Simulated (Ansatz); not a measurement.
PbO, h-MgO type (r2SCAN geometry), in Ansatz:

```cif
data_structure
_symmetry_space_group_name_H-M 'P6_3/mmc'
_symmetry_Int_Tables_number 194
_cell_length_a 4.2603
_cell_length_b 4.2603
_cell_length_c 5.2768
_cell_angle_alpha 90.000
_cell_angle_beta 90.000
_cell_angle_gamma 120.000
_cell_volume 82.94
loop_
_atom_site_label
_atom_site_type_symbol
_atom_site_symmetry_multiplicity
_atom_site_Wyckoff_symbol
_atom_site_fract_x
_atom_site_fract_y
_atom_site_fract_z
_atom_site_occupancy
Pb1 Pb 2 c 0.33333 0.66667 0.25000 1
O1 O 2 d 0.66667 0.33333 0.25000 1
```

G0W0@PBE with 311 empty bands, a screening cutoff of 140 eV and a 6×6×4 mesh (PAW, contour deformation) gives 1.459 eV over the mesh points, from a PBE gap of 1.277 eV; it sums over 331 bands with 305 plane waves in the screening and a wave cutoff of 420 eV. G0W0 here is at a finite number of bands, screening cutoff and k mesh, not at the basis limit. Note: simulated data, non-magnetic, for a generated structure that need not be the stable one.

(1) Estimate the gap with starting point LDA.

(2) Estimate the gap with empty bands 134, screening cutoff 80 eV.

Results:

(1) 1.586 eV (+0.127 eV), from a Kohn-Sham gap of 1.224 eV.

(2) 1.311 eV (-0.148 eV), from a Kohn-Sham gap of 1.277 eV.

Spin-orbit coupling is left out; in compounds of Pb, Bi, Tl or Hg it can lower a gap by up to about 1 eV, split its edges or invert the bands.
